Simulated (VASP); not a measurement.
# Ni in VASP: settings compared, part 2 of 2

VASP 6.6.1. The steps go on from the part before.

## 3. Core levels, LDA, non-collinear spin, ferromagnetic start (cell strained at random at fixed volume)

Contents of INCAR:

```
PREC = Accurate ; ENCUT = 300
EDIFF = 1E-6 ; ISMEAR = -5
SIGMA = 0.2 ; LREAL = False
LASPH = False ; NELM = 150
ALGO = Normal ; ISIF = 2
LWAVE = False ; LCHARG = False
LNONCOLLINEAR = True ; MAGMOM = 0.707 0.707 0
LORBIT = 11 ; LMAXMIX = 4
LDIPOL = True ; IDIPOL = 3
DIPOL = 0.5 0.5 0.292 ; ICORELEVEL = 1
```

Contents of KPOINTS:

```
Automatic mesh
0
Gamma
  9 9 1
```

Contents of POSCAR:

```
Ni
1.0
    2.2693740000      0.0173840000     -0.0240570000
    0.0173840000      2.2299740000      0.0186390000
   -0.2534390000      0.1963610000     24.0077090000
Ni
1
Direct
    0.4960430000      0.5120300000      0.2919180000
```

Potentials or basis: VASP PAW LDA potentials, release 64 (Ni).

On the command line:

```console
cat potpaw_LDA.64/Ni/POTCAR > POTCAR
mpirun -np 1 vasp_ncl > vasp.out
```

OUTCAR:

```text
PREC = Accurate
   ENCUT = 300
   EDIFF = 1E-6
   ISMEAR = -5
   LREAL = False
   LASPH = False
   NELM = 150
   ISIF = 2
   LNONCOLLINEAR = True
   LORBIT = 11

 ion  position               nearest neighbor table
   1  0.496  0.512  0.292-

  LATTYP: Found a triclinic cell.
 ALAT       =     2.2301196507
 B/A-ratio  =     2.2579277457
 C/A-ratio  =    10.7661710645
 COS(alpha) =     0.0050671461
 COS(beta)  =     0.0164526380
 COS(gamma) =     0.8926931960

  Lattice vectors:

 A1 = (  -0.0173840000,  -2.2299740000,  -0.0186390000)
 A2 = (  -2.3041420000,  -4.4773320000,  -0.0132210000)
 A3 = (   0.2534390000,  -0.1963610000, -24.0077090000)

Analysis of symmetry for initial positions (statically):
=====================================================================
 Subroutine PRICEL returns:
 Original cell was already a primitive cell.

 Routine SETGRP: Setting up the symmetry group for a
 triclinic supercell.

 Subroutine GETGRP returns: Found  2 space group operations
 (whereof  1 operations were pure point group operations)
 out of a pool of  2 trial point group operations.

The static configuration has the point symmetry C_1 .
 The point group associated with its full space group is S_2 .

Analysis of symmetry for dynamics (positions and initial velocities):
=====================================================================
 Subroutine PRICEL returns:
 Original cell was already a primitive cell.

 Routine SETGRP: Setting up the symmetry group for a
 triclinic supercell.

 Subroutine GETGRP returns: Found  2 space group operations
 (whereof  1 operations were pure point group operations)
 out of a pool of  2 trial point group operations.

The dynamic configuration has the point symmetry C_1 .
 The point group associated with its full space group is S_2 .

Analysis of structural, dynamic, and magnetic symmetry:
=====================================================================
 Subroutine PRICEL returns:
 Original cell was already a primitive cell.

 Routine SETGRP: Setting up the symmetry group for a
 triclinic supercell.

 Subroutine GETGRP returns: Found  2 space group operations
 (whereof  1 operations were pure point group operations)
 out of a pool of  2 trial point group operations.

The overall configuration has the point symmetry C_1 .
 The point group associated with its full space group is S_2 .

 Subroutine INISYM returns: Found  2 space group operations
 (whereof  1 operations are pure point group operations),
 and found     1 'primitive' translations

----------------------------------------------------------------------------------------

                                     Primitive cell

  volume of cell :     121.4652

  direct lattice vectors                    reciprocal lattice vectors
     2.269374000  0.017384000 -0.024057000     0.440726393 -0.003474855  0.004680979
     0.017384000  2.229974000  0.018639000    -0.003474855  0.448493778 -0.003704950
    -0.253439000  0.196361000 24.007709000     0.000444329 -0.000351682  0.041660854

  length of vectors
     2.269568085  2.230119651 24.009849654     0.440764948  0.448522541  0.041664708

  position of ions in fractional coordinates (direct lattice)
[... 83 lines left out ...]
   IBRION =     -1    ionic relax: 0-MD 1-quasi-New 2-CG
   NFREE  =      0    steps in history (QN), initial steepest desc. (CG)
   ISIF   =      2    stress and relaxation
   ISYM   =      2    0-nonsym 1-usesym 2-fastsym
   POTIM  = 0.5000    time-step for ionic-motion
   TEBEG  =    0.0;   TEEND  =   0.0 temperature during run
   PSTRESS=    0.0 pullay stress
   NELECT =      10.0000    total number of electrons
   NUPDOWN=      -1.0000    fix difference up-down
   EMIN   =  10.00;   EMAX   =-10.00  energy-range for DOS
   EFERMI =   0.00;   METHOD = LEGACY
   ISMEAR =    -5;   SIGMA  =   0.20  broadening in eV -4-tet -1-fermi 0-gaus
   EFERMI_NEDOS =   21; number of points for ismear=-14 and -15
   IALGO  =     38    algorithm
   IMIX   =      4    mixing-type and parameters
     AMIX     =   0.40;   BMIX     =  1.00
     AMIX_MAG =   1.60;   BMIX_MAG =  1.00
  volume/ion in A,a.u.               =     121.47       819.69
  Fermi-wavevector in a.u.,A,eV,Ry     =   0.712182  1.345829  6.900916  0.507203
  Thomas-Fermi vector in A             =   1.799490
   LORBIT       =     11    0 simple, 1 ext, 2 COOP (PROOUT), +10 PAW based schemes
   GGA     = CA    functional components
   LHFCALC =     F    Hartree Fock is set to
   AEXX    =    0.0000 exact exchange contribution
   IVDW    =     0    specifies the selected vdW correction
   LEPSILON=     F    determine dielectric tensor
   LRPA    =     F    only Hartree local field effects (RPA)
 Fermi weights with tetrahedron method with Bloechl corrections
  energy-cutoff  :      300.00
  volume of cell :      121.47
 maximum number of plane-waves:      2954
 NGX is ok and might be reduce to    14
   NGX =  7   NGY =  7   NGZ = 67

 number of electron      10.0000000 magnetization       0.7070000      0.7070000      0.0000000

 number of electron       9.9999999 magnetization       0.6937762      0.6937755     -0.0000018

 dipolmoment           0.000001     -0.000000     -0.000053 electrons x Angstroem

 number of electron       9.9999998 magnetization       0.5814022      0.5813264      0.0001965

 dipolmoment          -0.000000      0.000000      0.000002 electrons x Angstroem

 Free energy of the ion-electron system (eV)
  ---------------------------------------------------
  ext. energy  EPLUGINS =         0.00000000
  ---------------------------------------------------
  free energy    TOTEN  =        -4.71975034 eV

  energy without entropy =       -4.71975034  energy(sigma->0) =       -4.71975034

 the core state eigenenergies are
   1-  1s  -8167.6013  2s   -973.7006  2p   -839.0926  3s   -106.0460  3p    -67.0528

 E-fermi :  -4.2141     XC(G=0):  -1.9959

 val. band max:       -4.0536442624   @ k =   0.0000   0.0000   0.0000
 cond. band min:      -4.2574063354   @ k =   0.1111   0.2222  -0.0000
 fundamental gap:     -0.2037620731
 Fermi energy:        -4.2140582709

 k-point     1 :       0.0000    0.0000    0.0000
  band No.  band energies     occupation
      1     -10.1821      1.00000
      2     -10.0289      1.00000
      3      -8.1062      1.00000
      4      -7.4926      1.00000
      5      -6.2181      1.00000
      6      -5.7302      1.00000
[... 267 lines left out ...]
      1      -9.3722      1.00000
      2      -9.2117      1.00000
      3      -7.7791      1.00000
      4      -7.1616      1.00000
      5      -5.9960      1.00000
      6      -5.6101      1.00000
      7      -5.4940      1.00000
      8      -5.1259      1.00000
      9      -4.9068      1.00000
     10      -4.8728      1.00000
     11      -4.2078      0.41462
     12      -3.9820     -0.06961
     13      -2.1932      0.00000
     14      -2.0016      0.00000

------------------------ aborting loop because EDIFF is reached ----------------------------------------

 vacuum level on the upper side and lower side of the slab       (xc-potential included)        -0.108        -0.107

  FORCE on cell =-STRESS in cart. coord.  units (eV):
  Direction    XX          YY          ZZ          XY          YZ          ZX
  --------------------------------------------------------------------------------------
  -------------------------------------------------------------------------------------
  Total       -1.2966886     -0.8936396     -0.0147478     -0.0206277     -0.0067730      0.0134132
  in kB      -17.1038746    -11.7874868     -0.1945294     -0.2720881     -0.0893393      0.1769258
  external PRESSURE =      -9.6952969 kB  Pullay stress =       0.0000000 kB

 VOLUME and BASIS-vectors are now :
 -----------------------------------------------------------------------------
  energy-cutoff  :      300.00
  volume of cell :      121.47
      direct lattice vectors                 reciprocal lattice vectors
     2.269374000  0.017384000 -0.024057000     0.440726393 -0.003474855  0.004680979
     0.017384000  2.229974000  0.018639000    -0.003474855  0.448493778 -0.003704950
    -0.253439000  0.196361000 24.007709000     0.000444329 -0.000351682  0.041660854

 POSITION                                       TOTAL-FORCE (eV/Angst)
 -----------------------------------------------------------------------------------
      1.06062      1.20776      7.00589        -0.000000      0.000000      0.000000
 -----------------------------------------------------------------------------------
    total drift:                               -0.000066     -0.000014      0.000701

  FREE ENERGIE OF THE ION-ELECTRON SYSTEM (eV)
  ---------------------------------------------------
  free  energy   TOTEN  =        -4.7197503405 eV

  energy  without entropy=       -4.7197503405  energy(sigma->0) =       -4.71975034

 vacuum level on the upper side and lower side of the slab         1.222         1.222

 total charge

# of ion       s       p       d       tot
------------------------------------------
    1        0.541   0.298   8.337   9.176

 magnetization (x)

# of ion       s       p       d       tot
------------------------------------------
    1        0.005  -0.006   0.590   0.590

 magnetization (y)

# of ion       s       p       d       tot
------------------------------------------
    1        0.005  -0.006   0.590   0.590

 magnetization (z)

# of ion       s       p       d       tot
------------------------------------------
    1        0.000  -0.000   0.000   0.000
```

stdout:

```text
POSCAR found type information on POSCAR Ni
 POSCAR found :  1 types and       1 ions
 scaLAPACK will be used
 LDA part: xc-table for (Slater(with rela. corr.)+CA(PZ))
 , standard interpolation
 POSCAR, INCAR and KPOINTS ok, starting setup
 FFT: planning ... GRIDC
 FFT: planning ... GRID_SOFT
 FFT: planning ... GRID
 WAVECAR not read
 entering main loop
 -----------------------------------------------------------------------------
|                                                                             |
|           W    W    AA    RRRRR   N    N  II  N    N   GGGG   !!!           |
|           W    W   A  A   R    R  NN   N  II  NN   N  G    G  !!!           |
|           W    W  A    A  R    R  N N  N  II  N N  N  G       !!!           |
|           W WW W  AAAAAA  RRRRR   N  N N  II  N  N N  G  GGG   !            |
|           WW  WW  A    A  R   R   N   NN  II  N   NN  G    G                |
|           W    W  A    A  R    R  N    N  II  N    N   GGGG   !!!           |
|                                                                             |
|     Tetrahedron method does not include variations of the Fermi             |
|     occupations, so forces and stress will be inaccurate. We suggest        |
|     using a different smearing scheme ISMEAR = 1 or 2 for metals in         |
|     relaxations.                                                            |
|                                                                             |
 -----------------------------------------------------------------------------
```

It took 1.9 min on 1 thread of Intel Xeon 6975P-C (Granite Rapids), shared host; peak memory 0.27 GiB.

The run converged, but some of its settings lie outside the range that counts as converged (typed here: ENCUT = 300; LASPH = no; ISMEAR = -5; SIGMA = 0.2), so its numbers aren't taken as properties of the sheet.

Results:

| Quantity | Value |
| --- | --- |
| Free energy | -4.7198 eV |
| Band gap on the k mesh | none (metal or under the smearing width) |
| Net moment | 0.82 μB per cell |
| Valence electrons inside the program's atomic spheres | Ni 9.18 |

Caveat: the cutoff is under 1.25 times the usual one of these potentials, so pressure, stress and relaxed cells hold a basis-set (Pulay) error; tetrahedron occupations give inexact forces and stress in metals.

## 4. Single point, LDA+U, collinear spin, ferromagnetic start

Contents of INCAR:

```
PREC = Accurate
ENCUT = 520
EDIFF = 1E-6
ISMEAR = -1
SIGMA = 0.05
LREAL = False
LASPH = True
NELM = 100
ALGO = Normal
ISIF = 2
LWAVE = False
LCHARG = False
ISPIN = 2
MAGMOM = 1
LORBIT = 11
LMAXMIX = 4
LDAU = True
LDAUTYPE = 2
LDAUL = 2
LDAUU = 2
LDAUJ = 0
LDAUPRINT = 1
LDIPOL = True
IDIPOL = 3
DIPOL = 0.5 0.5 0.294
```

Contents of KPOINTS:

```
regular mesh
0
Gamma
  9 9 1
```

Contents of POSCAR:

```
Ni
1.0
    2.2591100000      0.0000000000      0.0000000000
    0.0000000000      2.2591100000      0.0000000000
    0.0000000000      0.0000000000     23.8000000000
Ni
1
Direct
    0.5000000000      0.5000000000      0.2941200000
```

On the command line:

```console
cat potpaw_LDA.64/Ni/POTCAR > POTCAR
mpirun -np 1 vasp_std > vasp.out
```

Wall time 57 s (1 thread of Intel Xeon Platinum 8488C (Sapphire Rapids), shared host); peak memory 0.21 GiB.

It converged, with:

```
Free energy                                           : -3.4949 eV
Band gap on the k mesh                                : none (metal or under the smearing width)
Net moment                                            : 0.91 μB per cell
Site moments                                          : Ni +0.94 μB
Valence electrons inside the program's atomic spheres : Ni 9.22
```

Levels at points of the mesh, in eV from the Fermi level:
Spin up:
```
           k point  band 2  band 3  band 4  band 5  band 6  band 7  band 8  band 9  band 10
(0.00, 0.00, 0.00)   -4.43   -2.33   -1.28   -1.28   -1.25    0.88    5.14    5.65     5.65
```
Spin down:
```tsv
k point	band 1	band 2	band 3	band 4	band 5	band 6	band 7	band 8
(0.00, 0.00, 0.00)	-5.71	-3.63	-1.85	0.20	0.20	0.85	0.86	5.14
```

Eigenvalues of the final occupation matrices:
| site | spin | trace | eigenvalues |
| --- | --- | --- | --- |
| site 1 d | 1 | 4.70 | 0.93 0.93 0.94 0.94 0.95 |
| site 1 d | 2 | 3.74 | 0.52 0.71 0.71 0.86 0.94 |

Caveat: the U is typed as a test and isn't derived for this compound. The state reached can hang on the start; a lower one may exist.

## 5. For comparison

An earlier run on the cell as given: functional PBE; potentials or basis VASP PAW PBE potentials, release 64 (Ni); cutoff 520 eV; k mesh 12 × 12 × 1; occupations fermi-dirac, width 0.05 eV; collinear spin, ferromagnetic start; starting moments [1.0] μB.

- Band gap on the k mesh: none (metal or under the smearing width)
- Net moment: 0.86 μB per cell
- Site moments: Ni +0.88 μB
- Valence electrons inside the program's atomic spheres: Ni 9.16

## 6. Summary

```tsv
task	level	potentials or basis	U	k mesh	smearing	gap on the mesh (eV)	moment (μB)
work function	PBE	VASP PAW PBE potentials, release 64 (Ni)	-	12 × 12 × 1	gaussian 0.05 eV	none	0.88
single point	LDA+U	VASP PAW LDA potentials, release 64 (Ni)	Ni d U = 2 eV	9 × 9 × 1	fermi-dirac 0.05 eV	none	0.91
single point	PBE	VASP PAW PBE potentials, release 64 (Ni)	-	12 × 12 × 1	fermi-dirac 0.05 eV	none	0.86
```

Alike in all rows: spin collinear, ferromagnetic start; cell as given; cutoff (eV) 520.

Caveats: the U is typed as a test and isn't derived for this compound (some runs).

Total energies depend on the potentials used, so only differences within one code and one set of settings carry meaning.
